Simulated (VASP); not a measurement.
# Hf in VASP: a series of runs

The runs below take Hf through work function, band structure, with PBE, PBE+D3.

Program: VASP 6.6.1. These are calculated values, not measurements. Logs are shortened: lines on timing, memory, paths and dates and some standing lists are left out, and cuts for length are marked.

## (1) Starting point

The cell holds a slab with vacuum, 5 atoms: a = 3.140 Å, b = 3.140 Å, c = 25.254 Å, α = 90.00°, β = 90.00°, γ = 120.00°.

The slab is cut from a database's or a generator's crystal, which needn't be the stable form of the element.

## (2) Work function, PBE (the (1 1 1) slab of Hf, cut from the database cell, not relaxed)

Contents of INCAR:

```
SYSTEM = Hf
ALGO = Normal
DIPOL = 0.5 0.5 0.500
EDIFF = 1E-6
ENCUT = 520
GGA = PE
IDIPOL = 3
ISIF = 2
ISMEAR = 0
LASPH = .TRUE.
LCHARG = .TRUE.
LDIPOL = .TRUE.
LELF = .TRUE.
LREAL = .FALSE.
LVACPOTAV = .TRUE.
LVHAR = .TRUE.
LWAVE = .FALSE.
NELM = 100
PREC = Accurate
SIGMA = 0.05
```

Contents of KPOINTS:

```
k-points
0
G
  10 10 1
  0 0 0
```

Contents of POSCAR:

```
Hf
1.0
    3.1395541085      0.0000000000      0.0000000000
   -1.5697770542      2.7189336145      0.0000000000
    0.0000000000      0.0000000000     25.2537407808
Hf
5
Direct
    0.6666666667      0.3333333333      0.2969857046
    0.3333333333      0.6666666667      0.3984928523
    0.0000000000      0.0000000000      0.5000000000
    0.6666666667      0.3333333333      0.6015071477
    0.3333333333      0.6666666667      0.7030142954
```

Potentials or basis: VASP PAW PBE potentials, release 64 (Hf_pv).

Launch:

```console
$ cat potpaw_PBE.64/Hf_pv/POTCAR > POTCAR
$ mpirun -np 1 vasp_std > vasp.out
```

OUTCAR:

```text
SYSTEM = Hf
   EDIFF = 1E-6
   ENCUT = 520
   GGA = PE
   ISIF = 2
   ISMEAR = 0
   LASPH = .TRUE.
   LREAL = .FALSE.
   NELM = 100
   PREC = Accurate

 ion  position               nearest neighbor table
   1  0.667  0.333  0.297-   2 3.14   2 3.14   2 3.14
   2  0.333  0.667  0.398-   3 3.14   1 3.14   1 3.14   3 3.14   3 3.14   1 3.14
   3  0.000  0.000  0.500-   2 3.14   4 3.14   2 3.14   4 3.14   4 3.14   2 3.14
   4  0.667  0.333  0.602-   3 3.14   5 3.14   5 3.14   3 3.14   3 3.14   5 3.14
   5  0.333  0.667  0.703-   4 3.14   4 3.14   4 3.14

  LATTYP: Found a hexagonal cell.
 ALAT       =     3.1395541085
 C/A-ratio  =     8.0437348452

  Lattice vectors:

 A1 = (   3.1395541085,   0.0000000000,   0.0000000000)
 A2 = (  -1.5697770542,   2.7189336145,   0.0000000000)
 A3 = (   0.0000000000,   0.0000000000,  25.2537407808)

Analysis of symmetry for initial positions (statically):
=====================================================================
 Subroutine PRICEL returns:
 Original cell was already a primitive cell.

 Routine SETGRP: Setting up the symmetry group for a
 hexagonal supercell.

 Subroutine GETGRP returns: Found 12 space group operations
 (whereof 12 operations were pure point group operations)
 out of a pool of 24 trial point group operations.

The static configuration has the point symmetry D_3d.

Analysis of symmetry for dynamics (positions and initial velocities):
=====================================================================
 Subroutine PRICEL returns:
 Original cell was already a primitive cell.

 Routine SETGRP: Setting up the symmetry group for a
 hexagonal supercell.

 Subroutine GETGRP returns: Found 12 space group operations
 (whereof 12 operations were pure point group operations)
 out of a pool of 24 trial point group operations.

The dynamic configuration has the point symmetry D_3d.

 Subroutine INISYM returns: Found 12 space group operations
 (whereof 12 operations are pure point group operations),
 and found     1 'primitive' translations

----------------------------------------------------------------------------------------

                                     Primitive cell

  volume of cell :     215.5720

  direct lattice vectors                    reciprocal lattice vectors
     3.139554109  0.000000000  0.000000000     0.318516568  0.183895626  0.000000000
    -1.569777054  2.718933615  0.000000000     0.000000000  0.367791253  0.000000000
     0.000000000  0.000000000 25.253740781     0.000000000  0.000000000  0.039598094

  length of vectors
     3.139554109  3.139554108 25.253740781     0.367791253  0.367791253  0.039598094

  position of ions in fractional coordinates (direct lattice)
     0.666666667  0.333333333  0.296985705
     0.333333333  0.666666667  0.398492852
     0.000000000  0.000000000  0.500000000
     0.666666667  0.333333333  0.601507148
     0.333333333  0.666666667  0.703014295

  ion indices of the primitive-cell ions
   primitive index   ion index
                 1           1
                 2           2
                 3           3
                 4           4
                 5           5

----------------------------------------------------------------------------------------

 KPOINTS: k-points

Automatic generation of k-mesh.
 Grid dimensions read from file:
 generate k-points for:   10   10    1

 Generating k-lattice:

  Cartesian coordinates                     Fractional coordinates (reciprocal lattice)
     0.031851657  0.018389563  0.000000000     0.100000000  0.000000000  0.000000000
     0.000000000  0.036779125  0.000000000     0.000000000  0.100000000  0.000000000
     0.000000000  0.000000000  0.039598094     0.000000000  0.000000000  1.000000000

  Length of vectors
     0.036779125  0.036779125  0.039598094

  Shift w.r.t. Gamma in fractional coordinates (k-lattice)
     0.000000000  0.000000000  0.000000000

 Subroutine IBZKPT returns following result:
 ===========================================

 Found     14 irreducible k-points:

 Following reciprocal coordinates:
            Coordinates               Weight
  0.000000  0.000000  0.000000      1.000000
  0.100000  0.000000  0.000000      6.000000
  0.200000  0.000000  0.000000      6.000000
  0.300000  0.000000  0.000000      6.000000
  0.400000 -0.000000  0.000000      6.000000
  0.500000  0.000000  0.000000      3.000000
  0.100000  0.100000  0.000000      6.000000
  0.200000  0.100000  0.000000     12.000000
  0.300000  0.100000  0.000000     12.000000
  0.400000  0.100000  0.000000     12.000000
  0.200000  0.200000  0.000000      6.000000
  0.300000  0.200000  0.000000     12.000000
  0.400000  0.200000  0.000000      6.000000
  0.300000  0.300000  0.000000      6.000000
   k-points           NKPTS =     14   k-points in BZ     NKDIM =     14   number of bands    NBANDS=     30
   number of dos      NEDOS =    301   number of ions     NIONS =      5
   total plane-waves  NPLWV = 110592
   dimension x,y,z NGX =    24 NGY =   24 NGZ =  192
   dimension x,y,z NGXF=    48 NGYF=   48 NGZF=  384
   ions per type =               5
   NGX,Y,Z   is equivalent  to a cutoff of  12.71, 12.71, 12.64 a.u.
   NGXF,Y,Z  is equivalent  to a cutoff of  25.42, 25.42, 25.28 a.u.
 SYSTEM =  Hf
   PREC   = accura    normal or accurate (medium, high low for compatibility)
   ISTART =      0    job   : 0-new  1-cont  2-samecut
   ICHARG =      2    charge: 1-file 2-atom 10-const
   ISPIN  =      1    spin polarized calculation?
   LNONCOLLINEAR =      F non collinear calculations
   LSORBIT =      F    spin-orbit coupling
   LASPH  =      T    aspherical Exc in radial PAW
   ENCUT  =  520.0 eV  38.22 Ry    6.18 a.u.   5.84  5.84 46.96*2*pi/ulx,y,z
   NELM   =    100;   NELMIN=  2; NELMDL= -5     # of ELM steps
   EDIFF  = 0.1E-05   stopping-criterion for ELM
   LREAL  =      F    real-space projection
   EDIFFG = 0.1E-04   stopping-criterion for IOM
   NSW    =      0    number of steps for IOM
   IBRION =     -1    ionic relax: 0-MD 1-quasi-New 2-CG
   NFREE  =      0    steps in history (QN), initial steepest desc. (CG)
   ISIF   =      2    stress and relaxation
   ISYM   =      2    0-nonsym 1-usesym 2-fastsym
   POTIM  = 0.5000    time-step for ionic-motion
   TEBEG  =    0.0;   TEEND  =   0.0 temperature during run
   PSTRESS=    0.0 pullay stress
   NELECT =      50.0000    total number of electrons
   NUPDOWN=      -1.0000    fix difference up-down
   EMIN   =  10.00;   EMAX   =-10.00  energy-range for DOS
   EFERMI =   0.00;   METHOD = LEGACY
   ISMEAR =     0;   SIGMA  =   0.05  broadening in eV -4-tet -1-fermi 0-gaus
   EFERMI_NEDOS =   21; number of points for ismear=-14 and -15
   IALGO  =     38    algorithm
   IMIX   =      4    mixing-type and parameters
     AMIX     =   0.40;   BMIX     =  1.00
     AMIX_MAG =   1.60;   BMIX_MAG =  1.00
  volume/ion in A,a.u.               =      43.11       290.95
  Fermi-wavevector in a.u.,A,eV,Ry     =   1.005852  1.900785 13.765533  1.011738
  Thomas-Fermi vector in A             =   2.138557
   LORBIT       =      0    0 simple, 1 ext, 2 COOP (PROOUT), +10 PAW based schemes
   GGA     = PE    functional components
   LHFCALC =     F    Hartree Fock is set to
   AEXX    =    0.0000 exact exchange contribution
   IVDW    =     0    specifies the selected vdW correction
   LEPSILON=     F    determine dielectric tensor
   LRPA    =     F    only Hartree local field effects (RPA)
 non-spin polarized calculation
 Gauss-broadening in eV      SIGMA  =   0.05
  energy-cutoff  :      520.00
  volume of cell :      215.57
 maximum number of plane-waves:      5830
 NGX is ok and might be reduce to    24
   NGX = 11   NGY = 11   NGZ = 93

 number of electron      49.9999991 magnetization

 dipolmoment           0.000000      0.000000     -0.000000 electrons x Angstroem

 Free energy of the ion-electron system (eV)
  ---------------------------------------------------
  ext. energy  EPLUGINS =         0.00000000
  ---------------------------------------------------
  free energy    TOTEN  =       -47.45392614 eV

  energy without entropy =      -47.44306182  energy(sigma->0) =      -47.44849398

 E-fermi :   0.4657     XC(G=0):  -6.6123

 val. band max:        0.4542413446   @ k =   0.3000   0.1000   0.0000
 cond. band min:       0.4676633712   @ k =   0.3000   0.3000   0.0000
 fundamental gap:      0.0134220265
 Fermi energy:         0.4656826633

 k-point     1 :       0.0000    0.0000    0.0000
  band No.  band energies     occupation
      1     -30.4814      2.00000
      2     -30.4540      2.00000
      3     -30.1421      2.00000
      4     -29.9459      2.00000
      5     -29.9459      2.00000
      6     -29.9459      2.00000
[... 22 lines left out ...]
     29       1.8445      0.00000
     30       1.8719      0.00000

 k-point     2 :       0.1000    0.0000    0.0000
  band No.  band energies     occupation
      1     -30.4636      2.00000
      2     -30.4409      2.00000
      3     -30.1375      2.00000
      4     -30.0189      2.00000
      5     -30.0079      2.00000
      6     -29.9613      2.00000
[... 22 lines left out ...]
     29       1.7041      0.00000
     30       1.9608      0.00000

 k-point     3 :       0.2000    0.0000    0.0000
  band No.  band energies     occupation
      1     -30.4196      2.00000
      2     -30.4082      2.00000
      3     -30.2019      2.00000
      4     -30.1912      2.00000
      5     -30.0932      2.00000
      6     -30.0013      2.00000
[... 22 lines left out ...]
     29       1.5764      0.00000
     30       1.9538      0.00000

 k-point     4 :       0.3000    0.0000    0.0000
  band No.  band energies     occupation
      1     -30.4127      2.00000
      2     -30.4097      2.00000
      3     -30.3587      2.00000
      4     -30.3556      2.00000
      5     -30.1116      2.00000
      6     -30.0520      2.00000
[... 22 lines left out ...]
     29       1.4444      0.00000
     30       1.8662      0.00000

 k-point     5 :       0.4000   -0.0000    0.0000
  band No.  band energies     occupation
      1     -30.5590      2.00000
      2     -30.5574      2.00000
      3     -30.3677      2.00000
      4     -30.3572      2.00000
      5     -30.2103      2.00000
      6     -30.1408      2.00000
[... 22 lines left out ...]
     29       1.5791      0.00000
     30       1.9371      0.00000
[... 196 lines left out ...]
     29       1.0199      0.00000
     30       1.8791      0.00000

 k-point    12 :       0.3000    0.2000    0.0000
  band No.  band energies     occupation
      1     -30.5125      2.00000
      2     -30.5113      2.00000
      3     -30.3377      2.00000
      4     -30.3323      2.00000
      5     -30.2322      2.00000
      6     -30.2292      2.00000
[... 22 lines left out ...]
     29       0.9157      0.00000
     30       1.4377      0.00000

 k-point    13 :       0.4000    0.2000    0.0000
  band No.  band energies     occupation
      1     -30.5403      2.00000
      2     -30.5390      2.00000
      3     -30.3403      2.00000
      4     -30.3316      2.00000
      5     -30.2610      2.00000
      6     -30.2562      2.00000
[... 22 lines left out ...]
     29       0.9701      0.00000
     30       1.2657      0.00000

 k-point    14 :       0.3000    0.3000    0.0000
  band No.  band energies     occupation
      1     -30.4757      2.00000
      2     -30.4752      2.00000
      3     -30.3521      2.00000
      4     -30.3512      2.00000
      5     -30.3161      2.00000
      6     -30.3134      2.00000
[... 22 lines left out ...]
     29       0.7241      0.00000
     30       1.0168      0.00000

------------------------ aborting loop because EDIFF is reached ----------------------------------------

  FORCE on cell =-STRESS in cart. coord.  units (eV):
  Direction    XX          YY          ZZ          XY          YZ          ZX
  --------------------------------------------------------------------------------------
  -------------------------------------------------------------------------------------
  Total       -0.2672844     -0.2672844     -1.4673401     -0.0000000     -0.0000000     -0.0000000
  in kB       -1.9865155     -1.9865155    -10.9055878     -0.0000000     -0.0000000     -0.0000000
  external PRESSURE =      -4.9595396 kB  Pullay stress =       0.0000000 kB

 VOLUME and BASIS-vectors are now :
 -----------------------------------------------------------------------------
  energy-cutoff  :      520.00
  volume of cell :      215.57
      direct lattice vectors                 reciprocal lattice vectors
     3.139554109  0.000000000  0.000000000     0.318516568  0.183895626  0.000000000
    -1.569777054  2.718933615  0.000000000     0.000000000  0.367791253  0.000000000
     0.000000000  0.000000000 25.253740781     0.000000000  0.000000000  0.039598094

 POSITION                                       TOTAL-FORCE (eV/Angst)
 -----------------------------------------------------------------------------------
      1.56978      0.90631      7.50000         0.000000     -0.000000      0.500817
     -0.00000      1.81262     10.06344         0.000000     -0.000000     -0.718660
      0.00000      0.00000     12.62687         0.000000      0.000000      0.000000
      1.56978      0.90631     15.19031        -0.000000      0.000000      0.718660
     -0.00000      1.81262     17.75374        -0.000000      0.000000     -0.500817
 -----------------------------------------------------------------------------------
    total drift:                                0.000000     -0.000000      0.000000

  FREE ENERGIE OF THE ION-ELECTRON SYSTEM (eV)
  ---------------------------------------------------
  free  energy   TOTEN  =       -47.4539261363 eV

  energy  without entropy=      -47.4430618241  energy(sigma->0) =      -47.44849398

 vacuum level on the upper side and lower side of the slab         4.901         4.901
```

It took 3.6 min on 1 thread of Intel Xeon Platinum 8488C (Sapphire Rapids), shared host; peak memory 0.34 GiB.

Results:

```
Free energy                     : -47.4539 eV
Largest force                   : 0.719 eV/Å
Band gap on the k mesh          : none (metal or under the smearing width)
Work function of the upper face : 4.44 eV
Work function of the lower face : 4.44 eV
```

Forces on the atoms (eV/Å):
```
Hf   0.000  0.000  0.501
Hf   0.000  0.000 -0.719
Hf   0.000  0.000  0.000
Hf   0.000  0.000  0.719
Hf   0.000  0.000 -0.501
```

Levels at points of the mesh, in eV from the Fermi level:
| k point | band 20 | band 21 | band 22 | band 23 | band 24 | band 25 | band 26 | band 27 | band 28 | band 29 |
| --- | --- | --- | --- | --- | --- | --- | --- | --- | --- | --- |
| (0.00, 0.00, 0.00) | -3.87 | -0.12 | -0.01 | 0.20 | 0.47 | 0.58 | 1.14 | 1.22 | 1.22 | 1.38 |
| (0.50, 0.00, 0.00) | -2.55 | -2.07 | -1.67 | -1.09 | -0.32 | 0.41 | 0.65 | 0.79 | 0.99 | 1.39 |

The run has no spin-orbit coupling, so splittings on Hf are missing.

## (3) Band structure, PBE+D3

Contents of run.py:

```python
from ase.calculators.vasp import Vasp
from ase.dft.bandgap import bandgap
from ase.io import read

atoms = read('POSCAR')
calc = Vasp(
    directory='calc',
    xc='pbe',
    pp='PBE',
    setups='minimal',
    prec='Accurate',
    encut=500,
    ediff=1e-06,
    ismear=0,
    sigma=0.05,
    lreal=False,
    lasph=True,
    nelm=80,
    algo='Normal',
    isif=2,
    lwave=False,
    lcharg=True,
    lmaxmix=4,
    ldipol=True,
    idipol=3,
    dipol=[0.5, 0.5, 0.5],
    ivdw=11,
    kpts=[10, 10, 1],
    gamma=True,
    nbands=34,
)
atoms.calc = calc

print('energy (eV):', atoms.get_potential_energy())
print('free energy (eV):', atoms.get_potential_energy(force_consistent=True))
efermi = calc.get_fermi_level()
print('Fermi level (eV):', efermi)
path = atoms.cell.bandpath(npoints=40, eps=1e-4)
print('path:', path.path)
calc.set(kpts=path.kpts, reciprocal=True, icharg=11, isym=0, lcharg=False)
calc.calculate(atoms)
print('gap on the path (eV):', bandgap(calc, efermi=efermi)[0])
print('direct gap on the path (eV):', bandgap(calc, efermi=efermi, direct=True)[0])
```

POSCAR is that of step 2.

Potentials or basis: VASP PAW PBE potentials, release 64 (Hf).

Launch:

```console
$ python run.py
```

Run time: 3.5 min. Hardware: 1 thread of Intel Xeon Platinum 8488C (Sapphire Rapids), shared host; peak memory 0.42 GiB.

It converged, with:

```
Band gap along the path    : none (metal or under the smearing width)
Dispersion energy per atom : -0.307 eV
```

Levels at the corners of the path, in eV from the Fermi level:
```
point  band 5  band 6  band 7  band 8  band 9  band 10  band 11  band 12  band 13  band 14
    Γ   -3.86   -0.12   -0.01    0.20    0.47     0.58     1.15     1.22     1.22     1.38
    M   -2.54   -2.06   -1.66   -1.09   -0.32     0.41     0.65     0.79     0.98     1.39
    K   -1.40   -1.39   -1.39   -0.92   -0.92    -0.02    -0.02     0.00     0.19     0.28
    Γ   -3.86   -0.12   -0.01    0.20    0.47     0.58     1.15     1.22     1.22     1.38
    A   -3.86   -0.12   -0.01    0.20    0.47     0.58     1.15     1.22     1.22     1.38
    L   -2.54   -2.06   -1.66   -1.09   -0.32     0.41     0.65     0.79     0.98     1.39
    H   -1.40   -1.39   -1.39   -0.92   -0.92    -0.02    -0.02     0.00     0.19     0.28
    A   -3.86   -0.12   -0.01    0.20    0.47     0.58     1.15     1.22     1.22     1.38
    L   -2.54   -2.06   -1.66   -1.09   -0.32     0.41     0.65     0.79     0.98     1.39
    M   -2.54   -2.06   -1.66   -1.09   -0.32     0.41     0.65     0.79     0.98     1.39
    K   -1.40   -1.39   -1.39   -0.92   -0.92    -0.02    -0.02     0.00     0.19     0.28
    H   -1.40   -1.39   -1.39   -0.92   -0.92    -0.02    -0.02     0.00     0.19     0.28
```

Caveat: the log is that of the step along the path at fixed density, whose energy, stress, charges and moments have no meaning; spin-orbit coupling is left out, which moves the levels of the heavy elements.
